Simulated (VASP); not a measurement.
# Al (Fm-3m) in VASP: band structure with PBEsol

Aim: the band structure of Al with PBEsol.

Everything below comes from runs of VASP 6.6.1. Logs are shortened: lines on timing, memory, paths and dates and some standing lists are left out, and cuts for length are marked.

## 1. Starting point

The structure is cubic, space group Fm-3m (No. 225). Conventional cell: a = 4.016 Å, b = 4.016 Å, c = 4.016 Å, α = 90.00°, β = 90.00°, γ = 90.00°. Al (site symmetry m-3m) is surrounded by 12 Al at 2.84 Å.

## 2. Band structure, PBEsol

Contents of INCAR:

```
PREC = Accurate ; ENCUT = 520
EDIFF = 1E-6 ; ISMEAR = 1
SIGMA = 0.1 ; LREAL = False
LASPH = True ; NELM = 80
ALGO = Fast ; ISIF = 2
LWAVE = False ; LCHARG = False
GGA = PS ; NBANDS = 8
ICORELEVEL = 1
```

Contents of KPOINTS:

```
Automatic mesh
0
Gamma
  16 16 16
```

Contents of POSCAR:

```
Al                                      
1.0
    0.0000000000      2.0078218401      2.0078218401
    2.0078218401      0.0000000000      2.0078218401
    2.0078218401      2.0078218401      0.0000000000
  Al            
     1
Direct
     0.0000000000000000    0.0000000000000000    0.0000000000000000
```

Contents of KPOINTS_OPT:

```
explicit points
106
Reciprocal
 0.0000000000  0.0000000000  0.0000000000 1
 0.0555555556  0.0000000000  0.0555555556 1
 0.1111111111  0.0000000000  0.1111111111 1
 0.1666666667  0.0000000000  0.1666666667 1
 0.2222222222  0.0000000000  0.2222222222 1
 0.2777777778  0.0000000000  0.2777777778 1
 0.3333333333  0.0000000000  0.3333333333 1
 0.3888888889  0.0000000000  0.3888888889 1
 0.4444444444  0.0000000000  0.4444444444 1
 0.5000000000  0.0000000000  0.5000000000 1
 0.5000000000  0.0000000000  0.5000000000 1
 0.5000000000  0.0277777778  0.5277777778 1
 0.5000000000  0.0555555556  0.5555555556 1
 0.5000000000  0.0833333333  0.5833333333 1
 0.5000000000  0.1111111111  0.6111111111 1
 0.5000000000  0.1388888889  0.6388888889 1
 0.5000000000  0.1666666667  0.6666666667 1
 0.5000000000  0.1944444444  0.6944444444 1
 0.5000000000  0.2222222222  0.7222222222 1
 0.5000000000  0.2500000000  0.7500000000 1
 0.5000000000  0.2500000000  0.7500000000 1
 0.4861111111  0.2638888889  0.7500000000 1
 0.4722222222  0.2777777778  0.7500000000 1
 0.4583333333  0.2916666667  0.7500000000 1
 0.4444444444  0.3055555556  0.7500000000 1
 0.4305555556  0.3194444444  0.7500000000 1
 0.4166666667  0.3333333333  0.7500000000 1
 0.4027777778  0.3472222222  0.7500000000 1
 0.3888888889  0.3611111111  0.7500000000 1
 0.3750000000  0.3750000000  0.7500000000 1
 0.3750000000  0.3750000000  0.7500000000 1
 0.3333333333  0.3333333333  0.6666666667 1
 0.2916666667  0.2916666667  0.5833333333 1
 0.2500000000  0.2500000000  0.5000000000 1
 0.2083333333  0.2083333333  0.4166666667 1
 0.1666666667  0.1666666667  0.3333333333 1
 0.1250000000  0.1250000000  0.2500000000 1
 0.0833333333  0.0833333333  0.1666666667 1
 0.0416666667  0.0416666667  0.0833333333 1
 0.0000000000  0.0000000000  0.0000000000 1
 0.0000000000  0.0000000000  0.0000000000 1
 0.0555555556  0.0555555556  0.0555555556 1
 0.1111111111  0.1111111111  0.1111111111 1
 0.1666666667  0.1666666667  0.1666666667 1
 0.2222222222  0.2222222222  0.2222222222 1
 0.2777777778  0.2777777778  0.2777777778 1
 0.3333333333  0.3333333333  0.3333333333 1
 0.3888888889  0.3888888889  0.3888888889 1
 0.4444444444  0.4444444444  0.4444444444 1
 0.5000000000  0.5000000000  0.5000000000 1
 0.5000000000  0.5000000000  0.5000000000 1
 0.5138888889  0.4722222222  0.5138888889 1
 0.5277777778  0.4444444444  0.5277777778 1
 0.5416666667  0.4166666667  0.5416666667 1
 0.5555555556  0.3888888889  0.5555555556 1
 0.5694444444  0.3611111111  0.5694444444 1
 0.5833333333  0.3333333333  0.5833333333 1
 0.5972222222  0.3055555556  0.5972222222 1
 0.6111111111  0.2777777778  0.6111111111 1
 0.6250000000  0.2500000000  0.6250000000 1
 0.6250000000  0.2500000000  0.6250000000 1
 0.6111111111  0.2500000000  0.6388888889 1
 0.5972222222  0.2500000000  0.6527777778 1
 0.5833333333  0.2500000000  0.6666666667 1
 0.5694444444  0.2500000000  0.6805555556 1
 0.5555555556  0.2500000000  0.6944444444 1
 0.5416666667  0.2500000000  0.7083333333 1
 0.5277777778  0.2500000000  0.7222222222 1
 0.5138888889  0.2500000000  0.7361111111 1
 0.5000000000  0.2500000000  0.7500000000 1
 0.5000000000  0.2500000000  0.7500000000 1
 0.5000000000  0.2777777778  0.7222222222 1
 0.5000000000  0.3055555556  0.6944444444 1
 0.5000000000  0.3333333333  0.6666666667 1
 0.5000000000  0.3611111111  0.6388888889 1
 0.5000000000  0.3888888889  0.6111111111 1
 0.5000000000  0.4166666667  0.5833333333 1
 0.5000000000  0.4444444444  0.5555555556 1
 0.5000000000  0.4722222222  0.5277777778 1
 0.5000000000  0.5000000000  0.5000000000 1
 0.5000000000  0.5000000000  0.5000000000 1
 0.4861111111  0.4861111111  0.5277777778 1
 0.4722222222  0.4722222222  0.5555555556 1
 0.4583333333  0.4583333333  0.5833333333 1
 0.4444444444  0.4444444444  0.6111111111 1
 0.4305555556  0.4305555556  0.6388888889 1
 0.4166666667  0.4166666667  0.6666666667 1
 0.4027777778  0.4027777778  0.6944444444 1
 0.3888888889  0.3888888889  0.7222222222 1
 0.3750000000  0.3750000000  0.7500000000 1
 0.6250000000  0.2500000000  0.6250000000 1
 0.6111111111  0.2222222222  0.6111111111 1
 0.5972222222  0.1944444444  0.5972222222 1
 0.5833333333  0.1666666667  0.5833333333 1
 0.5694444444  0.1388888889  0.5694444444 1
 0.5555555556  0.1111111111  0.5555555556 1
 0.5416666667  0.0833333333  0.5416666667 1
 0.5277777778  0.0555555556  0.5277777778 1
 0.5138888889  0.0277777778  0.5138888889 1
 0.5000000000  0.0000000000  0.5000000000 1
 0.0000000000  0.0000000000  0.0000000000 1
 0.3750000000  0.3750000000  0.7500000000 1
 0.5000000000  0.5000000000  0.5000000000 1
 0.6250000000  0.2500000000  0.6250000000 1
 0.5000000000  0.2500000000  0.7500000000 1
 0.5000000000  0.0000000000  0.5000000000 1
```

Potentials or basis: VASP PAW PBE potentials, release 64 (Al).

Command:

```sh
$ cat potpaw_PBE.64/Al/POTCAR > POTCAR
$ mpirun -np 1 vasp_std > vasp.out
```

OUTCAR:

```text
PREC = Accurate
   ENCUT = 520
   EDIFF = 1E-6
   ISMEAR = 1
   LREAL = False
   LASPH = True
   NELM = 80
   ISIF = 2
   GGA = PS

 ion  position               nearest neighbor table
   1  0.000  0.000  0.000-

  LATTYP: Found a face centered cubic cell.
 ALAT       =     4.0156436802

  Lattice vectors:

 A1 = (   0.0000000000,   2.0078218401,   2.0078218401)
 A2 = (   2.0078218401,   0.0000000000,   2.0078218401)
 A3 = (   2.0078218401,   2.0078218401,   0.0000000000)

Analysis of symmetry for initial positions (statically):
=====================================================================
 Subroutine PRICEL returns:
 Original cell was already a primitive cell.

 Routine SETGRP: Setting up the symmetry group for a
 face centered cubic supercell.

 Subroutine GETGRP returns: Found 48 space group operations
 (whereof 48 operations were pure point group operations)
 out of a pool of 48 trial point group operations.

The static configuration has the point symmetry O_h .

Analysis of symmetry for dynamics (positions and initial velocities):
=====================================================================
 Subroutine PRICEL returns:
 Original cell was already a primitive cell.

 Routine SETGRP: Setting up the symmetry group for a
 face centered cubic supercell.

 Subroutine GETGRP returns: Found 48 space group operations
 (whereof 48 operations were pure point group operations)
 out of a pool of 48 trial point group operations.

The dynamic configuration has the point symmetry O_h .

 Subroutine INISYM returns: Found 48 space group operations
 (whereof 48 operations are pure point group operations),
 and found     1 'primitive' translations

----------------------------------------------------------------------------------------

                                     Primitive cell

  volume of cell :      16.1885

  direct lattice vectors                    reciprocal lattice vectors
     0.000000000  2.007821840  2.007821840    -0.249026079  0.249026079  0.249026079
     2.007821840  0.000000000  2.007821840     0.249026079 -0.249026079  0.249026079
     2.007821840  2.007821840  0.000000000     0.249026079  0.249026079 -0.249026079

  length of vectors
     2.839488877  2.839488877  2.839488877     0.431325821  0.431325821  0.431325821

  position of ions in fractional coordinates (direct lattice)
     0.000000000  0.000000000  0.000000000

  ion indices of the primitive-cell ions
   primitive index   ion index
                 1           1

----------------------------------------------------------------------------------------

 KPOINTS: Automatic mesh

Automatic generation of k-mesh.
 Grid dimensions read from file:
 generate k-points for:   16   16   16

 Generating k-lattice:

  Cartesian coordinates                     Fractional coordinates (reciprocal lattice)
    -0.015564130  0.015564130  0.015564130     0.062500000  0.000000000  0.000000000
     0.015564130 -0.015564130  0.015564130     0.000000000  0.062500000  0.000000000
     0.015564130  0.015564130 -0.015564130     0.000000000  0.000000000  0.062500000

  Length of vectors
     0.026957864  0.026957864  0.026957864

  Shift w.r.t. Gamma in fractional coordinates (k-lattice)
     0.000000000  0.000000000  0.000000000

 Subroutine IBZKPT returns following result:
 ===========================================

 Found    145 irreducible k-points:

 Following reciprocal coordinates:
            Coordinates               Weight
  0.000000  0.000000  0.000000      1.000000
  0.062500  0.000000  0.000000      8.000000
  0.125000  0.000000  0.000000      8.000000
  0.187500  0.000000  0.000000      8.000000
  0.250000  0.000000  0.000000      8.000000
  0.312500  0.000000  0.000000      8.000000
[... 16 lines left out ...]
 -0.125000  0.062500  0.000000     24.000000
 -0.062500  0.062500  0.000000     12.000000
 [... further k-points ...]
   k-points           NKPTS =    145   k-points in BZ     NKDIM =    145   number of bands    NBANDS=      8
   number of dos      NEDOS =    301   number of ions     NIONS =      1
   total plane-waves  NPLWV =  13824
   dimension x,y,z NGX =    24 NGY =   24 NGZ =   24
   dimension x,y,z NGXF=    48 NGYF=   48 NGZF=   48
   ions per type =               1
   NGX,Y,Z   is equivalent  to a cutoff of  14.05, 14.05, 14.05 a.u.
   NGXF,Y,Z  is equivalent  to a cutoff of  28.10, 28.10, 28.10 a.u.
 SYSTEM =  unknown system
   PREC   = accura    normal or accurate (medium, high low for compatibility)
   ISTART =      0    job   : 0-new  1-cont  2-samecut
   ICHARG =      2    charge: 1-file 2-atom 10-const
   ISPIN  =      1    spin polarized calculation?
   LNONCOLLINEAR =      F non collinear calculations
   LSORBIT =      F    spin-orbit coupling
   LASPH  =      T    aspherical Exc in radial PAW
   ENCUT  =  520.0 eV  38.22 Ry    6.18 a.u.   5.28  5.28  5.28*2*pi/ulx,y,z
   NELM   =     80;   NELMIN=  2; NELMDL= -5     # of ELM steps
   EDIFF  = 0.1E-05   stopping-criterion for ELM
   LREAL  =      F    real-space projection
   EDIFFG = 0.1E-04   stopping-criterion for IOM
   NSW    =      0    number of steps for IOM
   IBRION =     -1    ionic relax: 0-MD 1-quasi-New 2-CG
   NFREE  =      0    steps in history (QN), initial steepest desc. (CG)
   ISIF   =      2    stress and relaxation
   ISYM   =      2    0-nonsym 1-usesym 2-fastsym
   POTIM  = 0.5000    time-step for ionic-motion
   TEBEG  =    0.0;   TEEND  =   0.0 temperature during run
   PSTRESS=    0.0 pullay stress
   NELECT =       3.0000    total number of electrons
   NUPDOWN=      -1.0000    fix difference up-down
   EMIN   =  10.00;   EMAX   =-10.00  energy-range for DOS
   EFERMI =   0.00;   METHOD = LEGACY
   ISMEAR =     1;   SIGMA  =   0.10  broadening in eV -4-tet -1-fermi 0-gaus
   EFERMI_NEDOS =   21; number of points for ismear=-14 and -15
   IALGO  =     68    algorithm
   IMIX   =      4    mixing-type and parameters
     AMIX     =   0.40;   BMIX     =  1.00
     AMIX_MAG =   1.60;   BMIX_MAG =  1.00
  volume/ion in A,a.u.               =      16.19       109.25
  Fermi-wavevector in a.u.,A,eV,Ry     =   0.933355  1.763785 11.852730  0.871151
  Thomas-Fermi vector in A             =   2.060048
   LORBIT       =      0    0 simple, 1 ext, 2 COOP (PROOUT), +10 PAW based schemes
   GGA     = PS    functional components
   LHFCALC =     F    Hartree Fock is set to
   AEXX    =    0.0000 exact exchange contribution
   IVDW    =     0    specifies the selected vdW correction
   LEPSILON=     F    determine dielectric tensor
   LRPA    =     F    only Hartree local field effects (RPA)
 non-spin polarized calculation
 RMM-DIIS sequential band-by-band and
 Methfessel and Paxton  Order N= 1 SIGMA  =   0.10
  energy-cutoff  :      520.00
  volume of cell :       16.19
 maximum number of plane-waves:       448
 NGX is ok and might be reduce to    24
   NGX = 11   NGY = 11   NGZ = 11

 number of electron       3.0000000 magnetization

 Free energy of the ion-electron system (eV)
  ---------------------------------------------------
  ext. energy  EPLUGINS =         0.00000000
  ---------------------------------------------------
  free energy    TOTEN  =        -4.09783549 eV

  energy without entropy =       -4.09817274  energy(sigma->0) =       -4.09794790

 the core state eigenenergies are
   1-  1s  -1497.9520  2s    -95.2042  2p    -56.6630

 E-fermi :   8.1829     XC(G=0): -10.3266

 val. band max:        8.1452585984   @ k =  -0.2500   0.3125   0.1250
 cond. band min:       8.2673802109   @ k =   0.4375   0.4375   0.0000
 fundamental gap:      0.1221216125
 Fermi energy:         8.1828834441

 k-point     1 :       0.0000    0.0000    0.0000
  band No.  band energies     occupation
      1      -3.1124      2.00000
      2      20.8502      0.00000
      3      20.8502      0.00000
      4      20.8502      0.00000
      5      22.4869      0.00000
      6      22.4869      0.00000
      7      22.4869      0.00000
      8      24.7728      0.00000
[... 265 lines left out ...]
 k-point    26 :       0.1875    0.1250    0.0000
  band No.  band energies     occupation
      1      -2.1479      2.00000
      2      15.9122      0.00000
      3      17.5456      0.00000
      4      18.6869      0.00000
      5      21.2761      0.00000
      6      21.4814      0.00000
      7      26.4374      0.00000
      8      26.9585      0.00000

 k-point    27 :       0.2500    0.1250    0.0000
  band No.  band energies     occupation
      1      -1.5440      2.00000
      2      13.4995      0.00000

------------------------ aborting loop because EDIFF is reached ----------------------------------------

  FORCE on cell =-STRESS in cart. coord.  units (eV):
  Direction    XX          YY          ZZ          XY          YZ          ZX
  --------------------------------------------------------------------------------------
  -------------------------------------------------------------------------------------
  Total        0.0002139      0.0002139      0.0002139     -0.0000000      0.0000000      0.0000000
  in kB        0.0211720      0.0211720      0.0211720     -0.0000000      0.0000000      0.0000000
  external PRESSURE =       0.0211720 kB  Pullay stress =       0.0000000 kB

 VOLUME and BASIS-vectors are now :
 -----------------------------------------------------------------------------
  energy-cutoff  :      520.00
  volume of cell :       16.19
      direct lattice vectors                 reciprocal lattice vectors
     0.000000000  2.007821840  2.007821840    -0.249026079  0.249026079  0.249026079
     2.007821840  0.000000000  2.007821840     0.249026079 -0.249026079  0.249026079
     2.007821840  2.007821840  0.000000000     0.249026079  0.249026079 -0.249026079

 POSITION                                       TOTAL-FORCE (eV/Angst)
 -----------------------------------------------------------------------------------
      0.00000      0.00000      0.00000         0.000000     -0.000000      0.000000
 -----------------------------------------------------------------------------------
    total drift:                                0.000000     -0.000000     -0.000000

  FREE ENERGIE OF THE ION-ELECTRON SYSTEM (eV)
  ---------------------------------------------------
  free  energy   TOTEN  =        -4.0978354869 eV

  energy  without entropy=       -4.0981727362  energy(sigma->0) =       -4.09794790
```

It took 8 s on 1 thread of Intel Xeon 6975P-C (Granite Rapids), shared host; peak memory 0.15 GiB.

What came out:

* Free energy: -4.0978 eV
* Pressure: 0.0 GPa
* Band gap along the path: none (metal or under the smearing width)

Levels at the corners of the path, in eV from the Fermi level:
| point | band 1 | band 2 | band 3 | band 4 | band 5 | band 6 |
| --- | --- | --- | --- | --- | --- | --- |
| Γ | -11.30 | 12.67 | 12.67 | 12.67 | 14.30 | 14.30 |
| X | -3.00 | -1.65 | 5.22 | 5.64 | 5.64 | 9.20 |
| X | -3.00 | -1.65 | 5.22 | 5.64 | 5.64 | 9.20 |
| W | -0.90 | -0.90 | 0.09 | 1.18 | 15.94 | 15.94 |
| W | -0.90 | -0.90 | 0.09 | 1.18 | 15.94 | 15.94 |
| K | -1.95 | -1.43 | -0.40 | 6.62 | 8.27 | 15.84 |
| K | -1.95 | -1.43 | -0.40 | 6.62 | 8.27 | 15.84 |
| Γ | -11.30 | 12.67 | 12.67 | 12.67 | 14.30 | 14.30 |
| Γ | -11.30 | 12.67 | 12.67 | 12.67 | 14.30 | 14.30 |
| L | -4.70 | -4.44 | 11.49 | 11.49 | 11.57 | 11.57 |
| L | -4.70 | -4.44 | 11.49 | 11.49 | 11.57 | 11.57 |
| U | -1.95 | -1.43 | -0.40 | 6.62 | 8.27 | 15.84 |
| U | -1.95 | -1.43 | -0.40 | 6.62 | 8.27 | 15.84 |
| W | -0.90 | -0.90 | 0.09 | 1.18 | 15.94 | 15.94 |
| W | -0.90 | -0.90 | 0.09 | 1.18 | 15.94 | 15.94 |
| L | -4.70 | -4.44 | 11.49 | 11.49 | 11.57 | 11.57 |
| L | -4.70 | -4.44 | 11.49 | 11.49 | 11.57 | 11.57 |
| K | -1.95 | -1.43 | -0.40 | 6.62 | 8.27 | 15.84 |
| U | -1.95 | -1.43 | -0.40 | 6.62 | 8.27 | 15.84 |
| X | -3.00 | -1.65 | 5.22 | 5.64 | 5.64 | 9.20 |

Core levels (eV, on the scale of the bands):
| atom | levels |
| --- | --- |
| 1 Al | 1s -1498.0, 2s -95.2, 2p -56.7 |

Caveat: the PAW data sets were made with another functional, which shifts forces and pressure a little.
